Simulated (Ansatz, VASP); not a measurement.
**Two plane-wave programs on KCl**

```
CELL_PARAMETERS angstrom
3.88972 0.00000 0.00000
0.00000 3.88972 0.00000
0.00000 0.00000 3.88972
ATOMIC_POSITIONS crystal
K 0.00000 0.00000 0.00000
Cl 0.50000 0.50000 0.50000
```

Change from the starting cell: volume scaled by 1.04.

Alike in both runs: task single point; functional PBE; k mesh 7 × 7 × 7; occupations fermi-dirac, width 0.05 eV; no spin polarisation.

|  | VASP | Ansatz |
| --- | --- | --- |
| version | VASP 6.6.1 | Ansatz 0.2.0 |
| potentials or method | VASP PAW PBE potentials, release 64 (K_sv, Cl) | Ansatz PAW |
| plane-wave cutoff (eV) | 520 | 420 |
| valence electrons in the cell | 16 | 16 |

|  | VASP | Ansatz | Ansatz less VASP |
| --- | --- | --- | --- |
| gap on the k mesh at the Fermi level (eV) | 4.66 | 4.66 | +0.001 |
| least direct gap on the mesh (eV) | 4.83 | 4.83 | 0.000 |
| pressure (GPa) | -0.7 | -0.7 | 0.00 |

Caveats: an odd mesh through Γ misses points on the zone boundary, where band edges often lie (VASP); odd divisions of the mesh miss points on the zone boundary, where band edges often lie, so the gap on the mesh can be too wide (Ansatz).
